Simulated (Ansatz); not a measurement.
RbBr (Fm-3m), an elastic constant from a strain scan

Method: Ansatz, DFT PBEsol, scalar-relativistic, plane waves, PAW. Cutoff 420 eV, Γ-centred 6×6×6 k-points, Gaussian smearing of 0.05 eV. No spin polarisation. Energies are free energies at this smearing, counted from the undisturbed cell; pressure is positive in compression.

Zero of the scan (as given, not relaxed at this level; it stands at -0.1 GPa):

```
Rb Br
1.0
     0.00000    3.42750    3.42750
     3.42750    0.00000    3.42750
     3.42750    3.42750    0.00000
Rb Br
1 1
Direct
  0.00000 0.00000 0.00000
  0.50000 0.50000 0.50000
```

The cell is strained by ε times the Voigt pattern (1, 0, 0, 0, 0, 0) (xx, yy, zz, yz, xz, xy; engineering shear) with fractional coordinates fixed. The cell holds 2 atoms in V0 = 80.53 Å³. The stress column is τ = (1/V0) dE/dε, got from the stress tensor σ (compression positive) at each point as −det(1 + εP) σ : P(1 + εP)⁻¹, with P the pattern as a tensor.

| ε | ΔE (meV/atom) | τ (GPa) |
| --- | --- | --- |
| -0.1000 | 67.991 | -7.015 |
| -0.0750 | 32.914 | -4.295 |
| -0.0500 | 12.453 | -2.326 |
| -0.0250 | 2.507 | -0.921 |
| 0.0000 | 0.000 | 0.063 |
| 0.0250 | 2.647 | 0.735 |
| 0.0500 | 8.751 | 1.176 |
| 0.0750 | 17.063 | 1.447 |
| 0.0875 | 21.752 | 1.534 |
| 0.1000 | ? | ? |

Which combination of elastic constants does this scan measure, and how large is it?

For small ε, τ = τ0 + Kε with K = pᵀCp, which for this pattern is C11 in the cubic axes. The parabola through τ at ε = -0.0250, 0 and 0.0250 has slope K = 33 GPa at zero. The energies per cell, E = NΔE, of the same two points give K = 2[E(ε₊)/ε₊ − E(ε₋)/ε₋]/[(ε₊ − ε₋)V0] = 33 GPa, in agreement.

Predict the withheld row at ε = 0.1000 from the harmonic law, and compare.

ΔE = V0(τ0 ε + Kε²/2)/N = 43.208 meV/atom and τ = 3.38 GPa. The calculation gives 26.673 meV/atom and 1.59 GPa: the energy lies 38 % below the harmonic value, as bonds soften when stretched.